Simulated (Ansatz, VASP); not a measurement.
**Two plane-wave programs on BN**

INCAR

```
ALGO = Normal
EDIFF = 1E-7
ENCUT = 520
GGA = PE
ISIF = 2
ISMEAR = -4
LASPH = T
LCHARG = F
LREAL = F
LWAVE = F
NBANDS = 16
NELM = 100
PREC = Accurate
SIGMA = 0.05
```

KPOINTS

```
k-points
0
Gamma
  12 12 6
```

Contents of POSCAR:

```
BN
1.0
    2.6312174989      0.0000000000      0.0000000000
   -1.3156087494      2.2787011969      0.0000000000
    0.0000000000      0.0000000000      4.2245145352
B N
2 2
Direct
    0.6666666667      0.3333333333      0.9998058547
    0.3333333333      0.6666666667      0.4998058547
    0.6666666667      0.3333333333      0.6251941453
    0.3333333333      0.6666666667      0.1251941453
```

Input for Ansatz:

```yaml
crystal:
  lattice:
    - [2.6312174989, 0.0, 0.0]
    - [-1.3156087494, 2.2787011969, 0.0]
    - [0.0, 0.0, 4.2245145352]
  atoms:
    - { symbol: B, position: [0.6666666667, 0.3333333333, 0.9998058547] }
    - { symbol: B, position: [0.3333333333, 0.6666666667, 0.4998058547] }
    - { symbol: "N", position: [0.6666666667, 0.3333333333, 0.6251941453] }
    - { symbol: "N", position: [0.3333333333, 0.6666666667, 0.1251941453] }
basis:
  ecutwfc: 420
kpoints:
  mp_grid: { grid: [12, 12, 6] }
hamiltonian:
  xc: pbe
scf:
  occupations: { method: tetrahedron_uncorrected }
  mixing: { algorithm: broyden, beta: 0.3, ndim: 2 }
output:
  forces: true
  eigenvalues: true
  stress: true
```

Measurements of this composition are mostly on another form, of space group No. 194.

Alike in both runs: task single point; functional PBE; k mesh 12 × 12 × 6; no spin polarisation.

|  | VASP | Ansatz |
| --- | --- | --- |
| version | VASP 6.6.1 | Ansatz 0.2.0 |
| potentials or method | VASP PAW PBE potentials, release 64 (B, N) | scalar-relativistic, plane waves, PAW |
| plane-wave cutoff (eV) | 520 | 420 |
| occupations | tetrahedron | tetrahedron-uncorrected |
| valence electrons in the cell | 16 | 16 |

VASP gave:

* gap on the k mesh at the Fermi level (eV): 5.38
* pressure (GPa): -19.2
* largest component of the traceless stress (GPa): 16.18
* rms of the force components (eV/Å): 0.008

**Question.** Which values does Ansatz return?

**Answer.** gap on the k mesh at the Fermi level (eV): 5.39; pressure (GPa): -19.2; largest component of the traceless stress (GPa): 16.09; rms of the force components (eV/Å): 0.005.

Atom by atom the forces differ by 0.002 eV/Å (rms over components). Ansatz warned: «band_table_not_solved_further».

Caveats: so large a pressure means that the cell lies far from this level's equilibrium, or that cutoff or potentials fall short (VASP). A hybrid or GW would open this gap; PBE tends to underestimate it. A k mesh can miss the band edges.
